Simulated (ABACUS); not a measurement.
The system is InPd.

```
CELL_PARAMETERS angstrom
3.27188 0.00000 0.00000
0.00000 3.27188 0.00000
0.00000 0.00000 3.27188
ATOMIC_POSITIONS crystal
In 0.00000 0.00000 0.00000
Pd 0.50000 0.50000 0.50000
```

The cell comes from a database or a generator and needn't be the stable form of this composition.

```yaml
Program: ABACUS 3.10.1
Task: relaxation of cell and atoms
Functional: HLE16
Potentials_or_basis: PseudoDojo NC SR 0.4.1 PBE standard
Cutoff: 1116 eV
Density_cutoff: 4463 eV
Basis: plane waves
k_mesh: 6 × 6 × 6
Occupations: fermi-dirac, width 0.05 eV
Spin: no spin polarisation
```

At the start: pressure -15.8 GPa; volume 17.51 Å³/atom.

Problem. Where does the relaxation end?

Solution. Over 6 steps the energy falls by 133.5 meV/atom and the volume is 15.20 Å³/atom (-13.2 %); space group Pm-3m (No. 221, to 0.05 Å).

The path:
| step | energy change (eV) | largest force (eV/Å) | pressure (GPa) | volume (Å³) |
| --- | --- | --- | --- | --- |
| 1 | 0.0000 | 0.0000 | -15.79 | 35.03 |
| 2 | 0.0316 | 0.0000 | 29.90 | 26.72 |
| 3 | -0.2669 | 0.0000 | -0.57 | 30.49 |
| 4 | -0.2671 | 0.0000 | -0.11 | 30.41 |
| 5 | -0.2671 | 0.0000 | -0.11 | 30.41 |
| 6 | -0.2671 | 0.0000 | -0.10 | 30.41 |

Final structure:
```
CELL_PARAMETERS angstrom
3.12116 0.00000 0.00000
0.00000 3.12116 0.00000
0.00000 0.00000 3.12116
ATOMIC_POSITIONS crystal
In 0.00000 0.00000 0.00000
Pd 0.50000 0.50000 0.50000
```

Caveat: the potentials were made for a functional far from this one; this set's palladium file may shift the pressure by some GPa; the potentials were made for another functional, which shifts forces and pressure.
